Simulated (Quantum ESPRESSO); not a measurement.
The system is BaTiO3.

```
Ba Ti O
1.0
     3.99980    0.00000    0.00000
     0.00000    3.99980    0.00000
     0.00000    0.00000    4.01800
Ba Ti O
1 1 3
Direct
  0.00000 0.00000 0.00000
  0.50000 0.50000 0.49000
  0.00000 0.50000 0.51700
  0.50000 0.00000 0.51700
  0.50000 0.50000 0.01900
```

| Property | Result |
| --- | --- |
| Program | Quantum ESPRESSO 7.5 |
| Task | relaxation of cell and atoms |
| Functional | revPBE |
| Dispersion | D4 |
| Potentials or basis | PseudoDojo 0.4.1 SR PBE standard |
| Cutoff | 1143 eV |
| Density cutoff | 4572 eV |
| k mesh | 7 × 7 × 7 |
| Occupations | fermi-dirac, width 0.05 eV |
| Spin | no spin polarisation |

At the start: pressure 0.0 GPa; volume 12.86 Å³/atom.

Q: Where does the relaxation end?

A: Over 15 steps the energy falls by 5.4 meV/atom and the volume is 13.12 Å³/atom (+2.1 %); space group P4mm (No. 99, to 0.05 Å).

The path:
| step | energy change (eV) | largest force (eV/Å) | pressure (GPa) | volume (Å³) |
| --- | --- | --- | --- | --- |
| 1 | 0.0000 | 0.3721 | 0.02 | 64.28 |
| 2 | -0.0027 | 0.3158 | 0.14 | 64.28 |
| 3 | -0.0094 | 0.1364 | 1.05 | 64.33 |
| 4 | -0.0105 | 0.0593 | 0.75 | 64.35 |
| 5 | -0.0116 | 0.0684 | 0.57 | 64.42 |
| 6 | -0.0173 | 0.1718 | -0.36 | 64.93 |
| 7 | -0.0205 | 0.1520 | -0.74 | 65.33 |
| 8 | -0.0221 | 0.1402 | -0.73 | 65.57 |
| 9 | -0.0233 | 0.1482 | -0.63 | 65.63 |
| 10 | -0.0256 | 0.0916 | -0.38 | 65.70 |
| 11 | -0.0262 | 0.0579 | -0.37 | 65.73 |
| 12 | -0.0265 | 0.0456 | -0.38 | 65.74 |
| 13 | -0.0266 | 0.0457 | -0.33 | 65.73 |
| 14 | -0.0268 | 0.0255 | -0.19 | 65.67 |
| 15 | -0.0268 | 0.0098 | -0.05 | 65.61 |

Final structure:
```yaml
crystal:
  lattice:
    - [3.97124, 0.00000, 0.00000]
    - [0.00000, 3.97124, 0.00000]
    - [0.00000, 0.00000, 4.16027]
  atoms:
    - { symbol: Ba, position: [0.00000, 0.00000, 0.99100] }
    - { symbol: Ti, position: [0.50000, 0.50000, 0.47399] }
    - { symbol: O, position: [0.00000, 0.50000, 0.51981] }
    - { symbol: O, position: [0.50000, 0.00000, 0.51981] }
    - { symbol: O, position: [0.50000, 0.50000, 0.03838] }
```

Caveat: the potentials were made for another functional, which shifts forces and pressure; this release of the barium file is off.
